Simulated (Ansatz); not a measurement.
The following input was run with Ansatz 0.2.0.

```yaml
crystal:
  lattice:
    - [0.0, 2.3017764082, 2.3017764082]
    - [2.3017764082, 0.0, 2.3017764082]
    - [2.3017764082, 2.3017764082, 0.0]
  atoms:
    - { symbol: Na, position: [0.0, 0.0, 0.0] }
    - { symbol: F, position: [0.5, 0.5, 0.5] }
basis:
  ecutwfc: 420
kpoints:
  mp_grid: { grid: [8, 8, 8] }
hamiltonian:
  xc: pbe
scf:
  occupations: { method: gaussian, width: 0.02 }
output:
  forces: true
  stress: true
  eigenvalues: true
```

Command:
```bash
ansatz run input.yaml --threads 1 --pin off --max-ram 2560MiB --backend cpu --events-out ev --progress --plain --runs-dir out
```

All numbers below come from Ansatz, DFT PBE, scalar-relativistic, plane waves, PAW.

From the run's log, abridged (iterations and final results):

```
SCF iter   1: F=—  HF=-2297.416453 eV  |F-HF|=—  |Δ(HF+E_count)|=         —  Δρ=7.56e-4  dr2=8.91e-5  ethr=1.77e-3  ⟨swp⟩=5.9  Hψ=1971  notcnv=0
SCF iter   2: F=—  HF=-2297.416101 eV  |F-HF|=—  |Δ(HF+E_count)|=   3.52e-4  Δρ=1.04e-3  dr2=1.50e-4  ethr=5.57e-7  ⟨swp⟩=2.3  Hψ=864  notcnv=0
SCF iter   3: F=—  HF=-2297.416073 eV  |F-HF|=—  |Δ(HF+E_count)|=   2.79e-5  Δρ=3.54e-4  dr2=1.47e-5  ethr=5.57e-7  ⟨swp⟩=2.0  Hψ=428  notcnv=0
SCF iter   4: F=—  HF=-2297.416088 eV  |F-HF|=—  |Δ(HF+E_count)|=   1.44e-5  Δρ=4.64e-5  dr2=1.88e-7  ethr=9.20e-8  ⟨swp⟩=2.3  Hψ=475  notcnv=0
SCF iter   5: F=—  HF=-2297.416089 eV  |F-HF|=—  |Δ(HF+E_count)|=   1.30e-6  Δρ=3.99e-5  dr2=2.65e-7  ethr=1.17e-9  ⟨swp⟩=2.0  Hψ=548  notcnv=0
SCF iter   6: F=-2297.416089 eV  HF=-2297.416089 eV  |F-HF|=2.69e-8  |Δ(HF+E_count)|=   7.03e-8  Δρ=1.33e-5  dr2=3.00e-8  ethr=6.25e-10  ⟨swp⟩=2.3  Hψ=1131  notcnv=0
SCF 1 converged in 6 iterations: F = -2297.416089 eV  dr2 = 3.00e-8
SCF converged after 6 iterations
Free energy (F): -2297.416089 eV
Harris-Foulkes:  -2297.416089 eV  (|F-HF|=2.69e-8)
Internal energy: -2297.416089 eV  (E = F + TS)
E sigma→0 (E₀):  -2297.416089 eV
Fermi energy:    4.381272 eV
--- Per-component energies (eV) ---
  E_band       = -230.787641
  E_kinetic    = 329.493380
  E_local      = -1680.576536  (includes V_loc(G=0)·N_el)
  E_nonlocal   = 188.772594
  E_hartree    = 595.757521
  E_xc         = -120.273375
  E_vxc        = -154.287158  (∫ρ·V_xc dr)
  E_paw        = -463.671719  (= ΣΔE_a)
  E_vpaw       = -105.701435  (= ΣTr[D̂ρ^β])
  E_aug_tail   = 0.001999  (compensation charges beyond the density's cutoff)
  E_ewald      = -1146.919954
  E_smearing   =  0.000000  (= −TS)
--- Forces (eV/Å), atoms counted from 1 ---
  atom   1  Na     0.00000000     0.00000000     0.00000000
  atom   2  F      0.00000000     0.00000000     0.00000000
--- Stress (GPa, compression-positive) ---
        3.253762       0.000000       0.000000
        0.000000       3.253762       0.000000
        0.000000       0.000000       3.253762
  P = ⅓ Tr σ = 3.2538 GPa (32.538 kbar)
--- Band table (eV; the first three rows and the last of 29) ---
  k-point 0: bands = ["-45.8564", "-18.0241", "-17.7173", "-17.7173", "-17.7173", "1.1689", "1.1689", "1.1689", "7.5936", "20.2996", "20.2996", "20.2996"]
  k-point 1: bands = ["-45.8543", "-18.2129", "-17.7192", "-17.7192", "-17.5089", "0.8680", "1.1302", "1.1302", "8.1458", "18.5573", "20.5457", "20.5457"]
  k-point 2: bands = ["-45.8492", "-18.4439", "-17.7237", "-17.7237", "-17.2299", "0.2543", "1.0364", "1.0364", "9.4771", "16.4642", "21.0926", "21.0926"]
  k-point 28: bands = ["-45.8375", "-18.2364", "-17.8201", "-17.8201", "-17.2699", "0.2776", "0.2776", "0.5838", "14.5293", "14.5293", "16.6161", "18.2783"]
```

Self-consistency was reached.

It took 0.72 s on 1 thread of Arm Neoverse V1 (shared host), peak memory 0.25 GiB.